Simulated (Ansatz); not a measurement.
CsBr (CsCl type, space group No. 221), plane-wave PAW r²SCAN (Ansatz code): ε∞ = 2.86, cell volume 80.83 Å³. Infrared-active transverse modes:

```json
[
 {"ω_TO (cm⁻¹)": "69.1", "oscillator strength S_xx (e²/amu)": "0.03353"}
]
```

Problem. Compute the static dielectric constant.

Solution. Each mode adds (4.921e7/V) S/ω²: 4.28. So ε0 = 7.14.

Problem. What LO frequency does the Lyddane–Sachs–Teller relation give?

Solution. ω_LO = ω_TO √(ε0/ε∞) = 109 cm⁻¹.

Space group Pm-3m (CsCl type). The cell was relaxed with r²SCAN under the symmetry of its start; phonons on a q-mesh show no instability. Spin–orbit coupling is left out wherever it is not named.

Potentials: the later of the program's two PAW sets.
